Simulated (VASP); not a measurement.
Wanted: the native input for a VASP 6.6.1 run.

```
Task                   : single point
Functional             : PBE
Potentials or basis    : VASP PAW PBE potentials, release 64 (Bi_d)
Cutoff                 : 520 eV
k mesh                 : 8 × 8 × 8
Occupations            : gaussian, width 0.01 eV
Spin                   : no spin polarisation
Dipole correction      : no
Further INCAR settings : ALGO = Fast; EDIFF = 1e-06; NBANDS = 38
```

The structure of Bi lies in POSCAR:

```
Bi
1.0
    2.2813097905     -6.3976219046      0.0000000000
    2.2813097905      6.3976219046      0.0000000000
    0.0000000000      0.0000000000      5.0045803627
Bi
4
Direct
    0.1192523107      0.8807476893      0.9597602927
    0.6192523107      0.3807476893      0.5402397073
    0.8807476893      0.1192523107      0.0402397073
    0.3807476893      0.6192523107      0.4597602927
```

The cell was built by a generator and needn't be a form met in nature.

One way to write it, as run:

INCAR

```
ALGO = Fast
EDIFF = 1E-6
ENCUT = 520
GGA = PE
ISIF = 2
ISMEAR = 0
LASPH = True
LCHARG = False
LREAL = False
LWAVE = False
NBANDS = 38
NELM = 100
PREC = Accurate
SIGMA = 0.01
```

KPOINTS

```
k-points
0
Gamma
  8 8 8
```

Potentials or basis: VASP PAW PBE potentials, release 64 (Bi_d).

Run with:

```bash
$ cat potpaw_PBE.64/Bi_d/POTCAR > POTCAR
$ mpirun -np 1 vasp_std > vasp.out
```

It gave:

```yaml
Pressure: -0.1 GPa
Largest_force: 0.013 eV/Å
Band_gap_on_the_k_mesh: none (metal or under the smearing width)
```

Caveat: spin-orbit coupling is left out, which moves the levels of the heavy elements.

Wall time 14 min on 1 thread of Intel(R) Xeon(R) Platinum 8259CL CPU @ 2.50GHz (Skylake/Cascade Lake), on a shared host, peak memory 0.59 GiB.
